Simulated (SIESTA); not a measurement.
Here is a SIESTA 5.4.2 calculation.

File InAs.fdf:

```
SystemName                      InAs
SystemLabel                     InAs
NumberOfSpecies                 2
NumberOfAtoms                   2
%block ChemicalSpeciesLabel
  1  49 In
  2  33 As
%endblock ChemicalSpeciesLabel

LatticeConstant                 1.0 Ang
%block LatticeVectors
     0.0000000000     3.0180000000     3.0180000000
     3.0180000000     0.0000000000     3.0180000000
     3.0180000000     3.0180000000     0.0000000000
%endblock LatticeVectors
AtomicCoordinatesFormat         Fractional
%block AtomicCoordinatesAndAtomicSpecies
     0.0000000000     0.0000000000     0.0000000000  1  In
     0.7500000000     0.7500000000     0.7500000000  2  As
%endblock AtomicCoordinatesAndAtomicSpecies

%block kgrid.MonkhorstPack
    8   0   0  0.0
    0   8   0  0.0
    0   0   8  0.0
%endblock kgrid.MonkhorstPack
XC.Functional                   GGA
XC.Authors                      AM05
PAO.BasisSize                   DZP
PAO.EnergyShift                 0.003 Ry
Mesh.Cutoff                     500 Ry
OccupationFunction              FD
ElectronicTemperature           0.05 eV
MaxSCFIterations                120
SCF.MustConverge                false
SCF.Mixer.Method                Pulay
SCF.Mixer.Weight                0.25
SCF.Mixer.History               8
SCF.DM.Tolerance                5.0e-05
SCF.H.Tolerance                 1.0e-03 eV
WriteForces                     true
Charge.Mulliken                 end
BandLinesScale                  ReciprocalLatticeVectors
%block BandLines
    1    0.000000   0.000000   0.000000  \Gamma
   12    0.500000   0.000000   0.500000  X
    6    0.500000   0.250000   0.750000  W
    4    0.375000   0.375000   0.750000  K
   13    0.000000   0.000000   0.000000  \Gamma
   11    0.500000   0.500000   0.500000  L
    8    0.625000   0.250000   0.625000  U
    4    0.500000   0.250000   0.750000  W
    9    0.500000   0.500000   0.500000  L
    8    0.375000   0.375000   0.750000  K
    1    0.625000   0.250000   0.625000  U
    4    0.500000   0.000000   0.500000  X
%endblock BandLines
%block PAO.Basis
  In 4
  n=5 0 2
    6.968 0.000
  n=5 1 2
    9.500 0.000
  n=4 2 2
    4.114 0.000
  n=5 2 1
    9.500
  As 4
  n=4 0 2
    5.501 0.000
  n=4 1 2
    7.312 0.000
  n=3 2 2
    2.896 0.000
  n=4 2 1
    7.312
%endblock PAO.Basis
```

Potentials or basis: PseudoDojo 0.4 standard (PBEsol files), DZP (energy shift 0.003 Ry; two zetas on semicore shells).

The run is started by

```sh
$ siesta < InAs.fdf > InAs.out 2>&1
```

(1) Estimate the pressure.

(2) What does it give for the band gap on the k mesh?

Answers

(1) 1.9 GPa.

(2) none (metal or under the smearing width).

Caveat: the potentials were made for another functional, which shifts forces and pressure; spin-orbit coupling is left out, which moves the levels of the heavy elements; the basis of atomic orbitals isn't converged, which shifts pressures, moduli and gaps.

**What was measured.**

From a printed reference work, data compilation, for a bulk crystal of InAs at 4.2 K: band gap 0.418 eV (direct).

A measured gap of InAs is 0.418 eV (direct; 4.2 K; a printed reference work, data compilation); the calculated 0.00 eV misses it by -0.42 eV. Spin-orbit coupling on As, In is left out. The value is that of AM05 in an atomic basis (PseudoDojo 0.4 standard (PBEsol files), DZP (energy shift 0.003 Ry; two zetas on semicore shells)), whose error adds to the functional's, on a finite k mesh, which can miss the band edges, without temperature or zero-point motion. Semilocal functionals fall short of measured gaps as a rule.
